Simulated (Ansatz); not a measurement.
Calculated with Ansatz (gas phase, PBE0-D4/def2-TZVP geometries, no zero-point term in ΔE). CCSD(T)/CBS adds triple-zeta CCSD(T) − MP2 to the extrapolated MP2 energy (def2 sets, frozen cores). DFT in def2-TZVPP. HSE06 is defined as in plane-wave codes. Each species was taken in one conformer, which may not be the lowest.

Consider the substitution at a C–C bond: `CC(C)CCO` + `N=C=C=O` → `CN=C=C=O` + `CCCCO`.

Q: Is it downhill or uphill in electronic energy at CCSD(T)/CBS, and by how much? (Estimate.)

A: Ansatz gave: Uphill: ΔE = +0.20 eV.

Q: What do these levels give: revPBE-D4, BLYP-D4, r2SCANh-D4, r2SCAN0-D4, HSE06-D4, ωB97X-V, BHLYP, CAM-B3LYP, HF/def2-SVP, CCSD(T)/def2-SVP, CCSD(T)/def2-TZVPP, MP2/def2-QZVPP? (Estimate.)

A: Ansatz gave: revPBE-D4 0.13, BLYP-D4 0.08, r2SCANh-D4 0.11, r2SCAN0-D4 0.12, HSE06-D4 0.10, ωB97X-V 0.15, BHLYP 0.05, CAM-B3LYP 0.06, HF/def2-SVP 0.05, CCSD(T)/def2-SVP 0.23, CCSD(T)/def2-TZVPP 0.21, MP2/def2-QZVPP 0.18 eV.

Largest T1 diagnostic among the species: 0.019.

Leaving LDA and LC-ωPBE aside and taking each functional with its dispersion term where it has one, the values, not all of them listed here, spread over 0.10 eV, from B2PLYP to ωB97M-V. LDA lies +0.06 eV from PBE without D4. In def2-TZVPP, CCSD(T) changes the Hartree–Fock value by +0.17 eV (the triples alone add +0.01 eV) and MP2 by +0.16 eV. At CCSD(T), def2-SVP lies +0.03 eV from the extrapolated value and def2-TZVPP +0.01 eV.
